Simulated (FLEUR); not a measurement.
# Si (Fd-3m) in FLEUR: further runs

Runs on Si. Level: RPBE. Tasks: band structure, equation of state.

All numbers are computed with FLEUR MaX-R8.1 (later development tree); they aren't measurements. Logs are shortened: lines on timing, memory, paths and dates and some standing lists are left out, and cuts for length are marked.

## Step 1: The crystal as given

The structure is cubic, space group Fd-3m (No. 227). Conventional cell: a = 5.444 Å, b = 5.444 Å, c = 5.444 Å, α = 90.00°, β = 90.00°, γ = 90.00°. Si (site symmetry -43m) has 4 Si at 2.36 Å as nearest neighbours.

## Step 2: Band structure, RPBE

File inp.xml:

```xml
<?xml version="1.0" encoding="UTF-8" standalone="no"?>
<fleurInput fleurInputVersion="0.39">
   <comment>
      Si                                                                                                  
   </comment>
   <calculationSetup>
      <cutoffs Kmax="4.76" Gmax="14.7" GmaxXC="14.7" numbands="0"/>
      <scfLoop itmax="60" minDistance="0.00001" maxIterBroyd="15" imix="Anderson" alpha="0.05" precondParam="0.0" spinf="2.0" sdNocoIR="T"/>
      <coreElectrons ctail="T" frcor="F" kcrel="0" coretail_lmax="0"/>
      <xcFunctional name="Rpbe" relativisticCorrections="F"/>
      <magnetism jspins="1"/>
      <soc l_soc="F" theta="0.0" phi="0.0" spav="F"/>
      <expertModes spex="0" secvar="F"/>
      <geometryOptimization l_f="F" forcealpha="1.0" forcemix="BFGS" epsdisp="0.00001" epsforce="0.00001"/>
      <ldaU l_linMix="F" mixParam="0.05" spinf="1.0"/>
   </calculationSetup>
   <cell>
      <bzIntegration valenceElectrons="24.0" mode="hist" fermiSmearingEnergy="0.00183747">
         <kPointListSelection listName="default-1"/>
         <!-- k-points included here -->
         <xi:include xmlns:xi="http://www.w3.org/2001/XInclude" href="kpts.xml"> </xi:include>
      </bzIntegration>
      <!-- symmetry operations included here -->
      <xi:include xmlns:xi="http://www.w3.org/2001/XInclude" href="sym.xml"> </xi:include>
      <bulkLattice scale="1.0">
         <bravaisMatrix>
            <row-1>    0.0000000000000000     5.1435532944025564     5.1435532944025564</row-1>
            <row-2>    5.1435532944025564     0.0000000000000000     5.1435532944025564</row-2>
            <row-3>    5.1435532944025564     5.1435532944025564     0.0000000000000000</row-3>
         </bravaisMatrix>
      </bulkLattice>
   </cell>
   <atomSpecies>
      <species name="Silicon (Si)" element="Si" atomicNumber="14">
         <mtSphere radius="2.06" gridPoints="681" logIncrement="0.017"/>
         <atomicCutoffs lmax="8" lnonsphr="6"/>
         <electronConfig flipSpins="F">
            <coreConfig>(1s1/2)</coreConfig>
            <valenceConfig>(2s1/2) (2p1/2) (2p3/2) (3s1/2) (3p1/2) (3p3/2)</valenceConfig>
            <stateOccupation state="(3p1/2)" spinUp="0.333333" spinDown="0.333333"/>
            <stateOccupation state="(3p3/2)" spinUp="0.666667" spinDown="0.666667"/>
         </electronConfig>
         <energyParameters s="3" p="3" d="3" f="4"/>
         <lo type="SCLO" l="0" n="2" eDeriv="0"/>
         <lo type="SCLO" l="1" n="2" eDeriv="0"/>
         <lo type="SCLO" l="2" n="3" eDeriv="2"/>
         <lo type="SCLO" l="3" n="4" eDeriv="2"/>
      </species>
   </atomSpecies>
   <atomGroups>
      <atomGroup species="Silicon (Si)">
         <relPos label="                   1">3.000/8.000 3.000/8.000 3.000/8.000</relPos>
         <relPos label="                   2">-3.000/8.000 -3.000/8.000 -3.000/8.000</relPos>
         <force calculate="T" relaxXYZ="TTT"/>
      </atomGroup>
   </atomGroups>
   <output dos="F" band="F" slice="F">
      <checks vchk="F" cdinf="F"/>
      <bandDOS minEnergy="-.5*Htr" maxEnergy="0.5*Htr" sigma="0.015" storeEVData="T"/>
      <vacuumDOS vacdos="F" integ="F" star="F" nstars="0" locx1="0.0" locy1="0.0" locx2="0.0" locy2="0.0" nstm="0" tworkf="0.0"/>
      <unfoldingBand unfoldBand="F" supercellX="1" supercellY="1" supercellZ="1"/>
      <plotting iplot="0" polar="F">
         <plot TwoD="T" vec1="  1.0  0.0  0.0" vec2="  0.0  1.0  0.0" vec3="  0.0  0.0  1.0" zero="  0.0  0.0  0.0" file="plot"/>
      </plotting>
      <chargeDensitySlicing numkpt="0" minEigenval="0.0" maxEigenval="0.0" nnne="0" pallst="F"/>
      <specialOutput eonly="F"/>
      <moessbauerParams electricFieldGradient="T" isomerShift="T" coreHyperfine="T" valenceHyperfine="T"/>
      <magneticCircularDichroism mcd="F" energyLo="-10.0" energyUp="0.0"/>
   </output>
  <!-- We include the file relax.xml here to enable relaxations (see documentation) -->
  <xi:include xmlns:xi="http://www.w3.org/2001/XInclude" href="relax.xml"> <xi:fallback/> </xi:include>
</fleurInput>
```

File crystal.txt:

```
Si
&input cartesian=F /
0.0000000000  2.7218511865  2.7218511865
2.7218511865  0.0000000000  2.7218511865
2.7218511865  2.7218511865  0.0000000000
1.8897261246
1.0 1.0 1.0

2
14 0.5000000000  0.5000000000  0.5000000000
14 0.7500000000  0.7500000000  0.7500000000

&kpt div1=8 div2=8 div3=8 gamma=T /
```

File inp.xml (bands):

```
<?xml version="1.0" encoding="UTF-8" standalone="no"?>
<fleurInput fleurInputVersion="0.39">
   <comment>
      Si                                                                                                  
   </comment>
   <calculationSetup>
      <cutoffs Kmax="4.76" Gmax="14.7" GmaxXC="14.7" numbands="0"/>
      <scfLoop itmax="60" minDistance="0.00001" maxIterBroyd="15" imix="Anderson" alpha="0.05" precondParam="0.0" spinf="2.0" sdNocoIR="T"/>
      <coreElectrons ctail="T" frcor="F" kcrel="0" coretail_lmax="0"/>
      <xcFunctional name="Rpbe" relativisticCorrections="F"/>
      <magnetism jspins="1"/>
      <soc l_soc="F" theta="0.0" phi="0.0" spav="F"/>
      <expertModes spex="0" secvar="F"/>
      <geometryOptimization l_f="F" forcealpha="1.0" forcemix="BFGS" epsdisp="0.00001" epsforce="0.00001"/>
      <ldaU l_linMix="F" mixParam="0.05" spinf="1.0"/>
   </calculationSetup>
   <cell>
      <bzIntegration valenceElectrons="24.0" mode="hist" fermiSmearingEnergy="0.00183747">
         <kPointListSelection listName="path-1"/>
         <!-- k-points included here -->
         <xi:include xmlns:xi="http://www.w3.org/2001/XInclude" href="kpts.xml"> </xi:include>
      </bzIntegration>
      <!-- symmetry operations included here -->
      <xi:include xmlns:xi="http://www.w3.org/2001/XInclude" href="sym.xml"> </xi:include>
      <bulkLattice scale="1.0">
         <bravaisMatrix>
            <row-1>    0.0000000000000000     5.1435532944025564     5.1435532944025564</row-1>
            <row-2>    5.1435532944025564     0.0000000000000000     5.1435532944025564</row-2>
            <row-3>    5.1435532944025564     5.1435532944025564     0.0000000000000000</row-3>
         </bravaisMatrix>
      </bulkLattice>
   </cell>
   <atomSpecies>
      <species name="Silicon (Si)" element="Si" atomicNumber="14">
         <mtSphere radius="2.06" gridPoints="681" logIncrement="0.017"/>
         <atomicCutoffs lmax="8" lnonsphr="6"/>
         <electronConfig flipSpins="F">
            <coreConfig>(1s1/2)</coreConfig>
            <valenceConfig>(2s1/2) (2p1/2) (2p3/2) (3s1/2) (3p1/2) (3p3/2)</valenceConfig>
            <stateOccupation state="(3p1/2)" spinUp="0.333333" spinDown="0.333333"/>
            <stateOccupation state="(3p3/2)" spinUp="0.666667" spinDown="0.666667"/>
         </electronConfig>
         <energyParameters s="3" p="3" d="3" f="4"/>
         <lo type="SCLO" l="0" n="2" eDeriv="0"/>
         <lo type="SCLO" l="1" n="2" eDeriv="0"/>
         <lo type="SCLO" l="2" n="3" eDeriv="2"/>
         <lo type="SCLO" l="3" n="4" eDeriv="2"/>
      </species>
   </atomSpecies>
   <atomGroups>
      <atomGroup species="Silicon (Si)">
         <relPos label="                   1">3.000/8.000 3.000/8.000 3.000/8.000</relPos>
         <relPos label="                   2">-3.000/8.000 -3.000/8.000 -3.000/8.000</relPos>
         <force calculate="T" relaxXYZ="TTT"/>
      </atomGroup>
   </atomGroups>
   <output dos="F" band="T" slice="F">
      <checks vchk="F" cdinf="F"/>
      <bandDOS minEnergy="-.5*Htr" maxEnergy="0.5*Htr" sigma="0.015" storeEVData="T"/>
      <vacuumDOS vacdos="F" integ="F" star="F" nstars="0" locx1="0.0" locy1="0.0" locx2="0.0" locy2="0.0" nstm="0" tworkf="0.0"/>
      <unfoldingBand unfoldBand="F" supercellX="1" supercellY="1" supercellZ="1"/>
      <plotting iplot="0" polar="F">
         <plot TwoD="T" vec1="  1.0  0.0  0.0" vec2="  0.0  1.0  0.0" vec3="  0.0  0.0  1.0" zero="  0.0  0.0  0.0" file="plot"/>
      </plotting>
      <chargeDensitySlicing numkpt="0" minEigenval="0.0" maxEigenval="0.0" nnne="0" pallst="F"/>
      <specialOutput eonly="F"/>
      <moessbauerParams electricFieldGradient="T" isomerShift="T" coreHyperfine="T" valenceHyperfine="T"/>
      <magneticCircularDichroism mcd="F" energyLo="-10.0" energyUp="0.0"/>
   </output>
  <!-- We include the file relax.xml here to enable relaxations (see documentation) -->
  <xi:include xmlns:xi="http://www.w3.org/2001/XInclude" href="relax.xml"> <xi:fallback/> </xi:include>
</fleurInput>
```

Potentials or basis: all-electron, FLAPW.

Run with:

```sh
inpgen -f crystal.txt -profile fastHighL
# inp.xml edited to the form shown
fleur_MPI
fleur_MPI   # second run, on inp.xml (bands)
```

The log of the run:

```text
Welcome to FLEUR        (www.flapw.de)
      MaX-Release 8.1          (www.max-centre.eu)

 ========== k-point set info ==========
 Selected k-point list: default-1
 k-point list type: mesh
 8 x 8 x 8
 Number of k points: 29

 ------------Calculation Setup---------------------------
 Number of MPI-tasks      :            1
 Number of PE/node        :            1
 Number of OMP-threads    :            1
 Most efficient MPI parallelization for:
           1          29
 Additional eigenvalue parallelization possible
 Number of basis functions:          587
 Approximate size of matrices (H+S) per k-point:         0.005 GB
 --------------------------------------------------------
 Iteration:     1   Distance:       7.95728138 me/bohr^3
 Iteration:     2   Distance:       7.53405788 me/bohr^3
 Iteration:     3   Distance:       0.68523717 me/bohr^3
 Iteration:     4   Distance:       0.51682273 me/bohr^3
 Iteration:     5   Distance:       0.17645109 me/bohr^3
 Iteration:     6   Distance:       0.02788332 me/bohr^3
 Iteration:     7   Distance:       0.03318192 me/bohr^3
 Iteration:     8   Distance:       0.00564723 me/bohr^3
 Iteration:     9   Distance:       0.00483274 me/bohr^3
 Iteration:    10   Distance:       0.00066388 me/bohr^3
 Iteration:    11   Distance:       0.00027740 me/bohr^3
 Iteration:    12   Distance:       0.00003738 me/bohr^3
 Iteration:    13   Distance:       0.00000303 me/bohr^3

 ********************************************************************
 Run finished successfully
 Stop message:
   all done
 ********************************************************************
```

output (bands):

```text
Welcome to FLEUR        (www.flapw.de)
      MaX-Release 8.1          (www.max-centre.eu)

 ========== k-point set info ==========
 Selected k-point list: path-1
 k-point list type: path
 Number of k points: 60

 ------------Calculation Setup---------------------------
 Number of MPI-tasks      :            1
 Number of PE/node        :            1
 Number of OMP-threads    :            1
 Most efficient MPI parallelization for:
           1           2           3           4           5           6          10          12          15          20          30          60
 Additional eigenvalue parallelization possible
 Number of basis functions:          587
 Approximate size of matrices (H+S) per k-point:         0.005 GB
 --------------------------------------------------------
 Fermi energy correction for insulators:
 No automatic correction of the Fermi energy has been performed.

 Note: Band structure data (together with different weights) is also stored in the banddos.hdf file.
       A convenient way of extracting and plotting the data from that file is by making use of the

 ********************************************************************
 Run finished successfully
 Stop message:
   Charge density postprocessing done.
 ********************************************************************
```

out.xml (last iteration):

```text
<iteration numberForCurrentRun="   13" overallNumber="   13">
         <energyParameters units="Htr">
            <atomicEP atomType="1" spin="1" branch="3s" branchLowest="-4.68" branchHighest="1.31" value="-0.1442539834"/>
            <atomicEP atomType="1" spin="1" branch="3p" branchLowest="-3.05" branchHighest="1.80" value="0.0290402729"/>
            <atomicEP atomType="1" spin="1" branch="3d" branchLowest="-9.99" branchHighest="2.16" value="0.2162027781"/>
            <atomicEP atomType="1" spin="1" branch="4f" branchLowest="-9.99" branchHighest="4.49" value="0.3822643937"/>
            <loAtomicEP atomType="1" spin="1" branch="2s" branchLowest="-65.18" branchHighest="-4.68" value="-4.6813633468"/>
            <loAtomicEP atomType="1" spin="1" branch="2p" branchLowest="-9.99" branchHighest="-3.05" value="-3.0510807897"/>
            <loAtomicEP atomType="1" spin="1" branch="3d" branchLowest="-9.99" branchHighest="2.16" value="0.2162028484"/>
            <loAtomicEP atomType="1" spin="1" branch="4f" branchLowest="-9.99" branchHighest="4.49" value="0.3822671575"/>
         </energyParameters>
         <eigenvalues>
            <eigenvaluesAt spin="1" ikpt="1" k_x="0.00000000" k_y="0.00000000" k_z="0.00000000">
                      -4.6814910766       -4.6812214566       -3.0512958512       -3.0512958512       -3.0512958512
                      -3.0506898301       -3.0506898301       -3.0506898301       -0.2084978847        0.2265631209
                       0.2265631209        0.2265631209        0.3240695741        0.3240695741        0.3240695741
                       0.3584263941        0.5116157971        0.5116157971        0.5399265762
            </eigenvaluesAt>
            <eigenvaluesAt spin="1" ikpt="2" k_x="0.00000000" k_y="0.00000000" k_z="0.12500000">
                      -4.6814833655       -4.6812290472       -3.0513023661       -3.0513023661       -3.0512868815
                      -3.0506977058       -3.0506826019       -3.0506826019       -0.2010761023        0.1695381946
                       0.2162246897        0.2162246897        0.3238797098        0.3394048216        0.3394048216
                       0.4062354763        0.4955649298        0.4955649298        0.5670286341
            </eigenvaluesAt>
            <eigenvaluesAt spin="1" ikpt="3" k_x="0.00000000" k_y="0.00000000" k_z="0.25000000">
                      -4.6814627802       -4.6812496532       -3.0513185282       -3.0513185282       -3.0512661478
                      -3.0507192614       -3.0506664942       -3.0506664942       -0.1794514211        0.0852315786
                       0.1991285730        0.1991285730        0.3080214638        0.3587440954        0.3587440954
[... 13 lines left out ...]
            <mtCharges spin="1">
               <mtCharge atomType="1" total="9.9196773" s="2.7995096" p="7.0429480" d="0.0712586" f="0.0047620"/>
            </mtCharges>
            <spinDependentCharge spin="1" total="24.0000000" interstitial="4.1606453" mtSpheres="19.8393547"/>
            <totalCharge value="24.0000000000"/>
         </valenceDensity>
         <coreStates atomType="     1" atomicNumber=" 14" spin="1" kinEnergy="    186.0508557622" eigValSum="   -130.3534815572" lostElectrons=" 0.000000">
            <state n="1" l="0" j="0.5" energy="-65.1767407786" weight="1.0000000000"/>
         </coreStates>
         <allElectronCharges>
            <spinDependentCharge spin="1" total="28.0000000" interstitial="4.1606453" mtSpheres="23.8393547"/>
            <totalCharge value="28.0000000001"/>
         </allElectronCharges>
         <moessbauerParams unitsHFF="kG" unitsIS="e/bohr^3" unitsEFG="Htr/bohr^2">
            <coreIsomerShift atomType="1" isTotal="1782.30138">
               <shell n="1" l="0" isomerShift="1782.30138"/>
            </coreIsomerShift>
            <isomerShift atomType="1" nucleusRadius="0.0000718" averageDensity="1915.87948"/>
            <electricFieldGradient atomType="1" VXX="0.00000" VYY="0.00000" VZZ="0.00000" asymParam="0.00000">
            </electricFieldGradient>
         </moessbauerParams>
         <totalEnergy                                    value="     -580.2972117561" units="Htr">
            <sumOfEigenvalues                            value="     -315.6982746932">
               <coreElectrons value="-260.7069631144"/>
               <valenceElectrons value="-54.9913115788"/>
            </sumOfEigenvalues>
            <densityCoulombPotentialIntegral value="-844.7636599268"/>
            <densityEffectivePotentialIntegral value="-898.3043683116"/>
            <chargeDenXCDenIntegral value="-42.0274419601"/>
            <FockExchangeEnergyValence value="0.0000000000"/>
            <FockExchangeEnergyCore value="0.0000000000"/>
            <atomTypeDependentContributions atomType="1">
               <electronNucleiInteractionDifferentMTs value="683.5160418844"/>
               <MadelungTerm value="-14.9779915667"/>
            </atomTypeDependentContributions>
            <tkbTimesEntropy value="0.0000000000"/>
            <freeEnergy value="-580.2972117561"/>
            <extrapolationTo0K value="-580.2972117561"/>
         </totalEnergy>
         <densityConvergence units="me/bohr^3">
            <chargeDensity spin="1" distance="0.0000030340"/>
         </densityConvergence>
      </iteration>
```

It took 37 s on 1 thread of Intel Xeon Platinum 8259CL at 2.50GHz (Skylake/Cascade Lake), shared host; peak memory 0.06 GiB.

Results:

| Item | Value |
| --- | --- |
| Free energy | -15790.6916 eV |
| Band gap on the k mesh | 0.86 eV, indirect (least direct gap 2.65 eV) |
| Band gap along the path | 0.83 eV, indirect (least direct gap 2.65 eV) |
| Valence electrons inside the program's atomic spheres | Si 9.92 (radii Si 2.06 bohr) |

Levels at the corners of the path, in eV from the valence-band top:
```
point  band 9  band 10  band 11  band 12  band 13  band 14  band 15  band 16
    Γ  -11.84     0.00     0.00     0.00     2.65     2.65     2.65     3.59
    X   -7.74    -7.74    -2.80    -2.80     0.97     0.97    10.24    10.24
    W   -7.59    -7.59    -3.73    -3.73     4.46     4.46     5.14     5.14
    K   -8.16    -7.15    -4.16    -2.38     1.45     4.31     7.56     8.16
    Γ  -11.84     0.00     0.00     0.00     2.65     2.65     2.65     3.59
    L   -9.55    -6.84    -1.19    -1.19     1.74     3.46     3.46     8.17
    U   -8.16    -7.15    -4.16    -2.38     1.45     4.31     7.56     8.16
    W   -7.59    -7.59    -3.73    -3.73     4.46     4.46     5.14     5.14
    L   -9.55    -6.84    -1.19    -1.19     1.74     3.46     3.46     8.17
    K   -8.16    -7.15    -4.16    -2.38     1.45     4.31     7.56     8.16
    U   -8.16    -7.15    -4.16    -2.38     1.45     4.31     7.56     8.16
    X   -7.74    -7.74    -2.80    -2.80     0.97     0.97    10.24    10.24
```

Core levels (eV from the Fermi level):
```tsv
atom	levels
1 Si	1s1/2 -1779.7
2 Si	1s1/2 -1779.7
```

As with any semilocal functional, this RPBE gap is likely too small.

## Step 3: Equation of state, RPBE, 18.95 Å³/atom (volume scaled by 0.94)

inp.xml, as its differences from that of step 2:

```diff
@@ -6,3 +6,3 @@
    <calculationSetup>
-      <cutoffs Kmax="4.76" Gmax="14.7" GmaxXC="14.7" numbands="0"/>
+      <cutoffs Kmax="4.9" Gmax="15.2" GmaxXC="15.2" numbands="0"/>
       <scfLoop itmax="60" minDistance="0.00001" maxIterBroyd="15" imix="Anderson" alpha="0.05" precondParam="0.0" spinf="2.0" sdNocoIR="T"/>
@@ -24,3 +24,3 @@
       <xi:include xmlns:xi="http://www.w3.org/2001/XInclude" href="sym.xml"> </xi:include>
-      <bulkLattice scale="1.0">
+      <bulkLattice scale="0.9795861087">
          <bravaisMatrix>
@@ -34,3 +34,3 @@
       <species name="Silicon (Si)" element="Si" atomicNumber="14">
-         <mtSphere radius="2.06" gridPoints="681" logIncrement="0.017"/>
+         <mtSphere radius="2.0" gridPoints="681" logIncrement="0.017"/>
          <atomicCutoffs lmax="8" lnonsphr="6"/>
```

Potentials or basis: all-electron, FLAPW.

Run with:

```sh
inpgen -f crystal.txt -profile fastHighL
# inp.xml edited to the form shown
fleur_MPI
```

Wall time 33 s (1 thread of Intel Xeon Platinum 8259CL at 2.50GHz (Skylake/Cascade Lake), shared host); peak memory 0.08 GiB.

It converged, with:

| Property | Result |
| --- | --- |
| Free energy | -15790.5991 eV |
| Band gap on the k mesh | 0.74 eV, indirect (least direct gap 2.67 eV) |
| Valence electrons inside the program's atomic spheres | Si 9.82 (radii Si 2.0 bohr) |

## Step 4: Equation of state, RPBE, 19.36 Å³/atom (volume scaled by 0.96)

inp.xml, as its differences from that of step 3:

```diff
@@ -24,3 +24,3 @@
       <xi:include xmlns:xi="http://www.w3.org/2001/XInclude" href="sym.xml"> </xi:include>
-      <bulkLattice scale="0.9795861087">
+      <bulkLattice scale="0.9864848297">
          <bravaisMatrix>
```

Run with:

```sh
inpgen -f crystal.txt -profile fastHighL
# inp.xml edited to the form shown
fleur_MPI
```

Run time: 34 s. Hardware: 1 thread of Intel Xeon Platinum 8259CL at 2.50GHz (Skylake/Cascade Lake), shared host; peak memory 0.08 GiB.

Results (log left out):

```yaml
Free_energy: -15790.6415 eV
Band_gap_on_the_k_mesh: 0.78 eV, indirect (least direct gap 2.67 eV)
Valence_electrons_inside_the_program's_atomic_spheres: Si 9.80 (radii Si 2.0 bohr)
```

[end of part 1 of 2]
